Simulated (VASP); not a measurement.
Crystal: CdSe (Cadmoselite).

```
Cd Se
1.0
     4.30000    0.00000    0.00000
    -2.15000    3.72391    0.00000
     0.00000    0.00000    7.02000
Cd Se
2 2
Direct
  0.66667 0.33333 0.50000
  0.33333 0.66667 0.00000
  0.66667 0.33333 0.88500
  0.33333 0.66667 0.38500
```

Base run:

```yaml
Program: VASP 6.6.1
Functional: TB-mBJ
Potentials_or_basis: VASP PAW PBE potentials, release 64 (Cd, Se)
Cutoff: 520 eV
k_mesh: 8 × 8 × 4
Occupations: gaussian, width 0.02 eV
Spin: no spin polarisation
```

Its results: band gap on the k mesh 2.04 eV, direct.

The run is repeated on the same cell with these changes: functional from TB-mBJ to PBEsol; further incar settings from ALGO = Normal; EDIFF = 1e-06 to ALGO = Fast; EDIFF = 1e-06. What comes out?

Band gap on the k mesh 0.58 eV, direct.
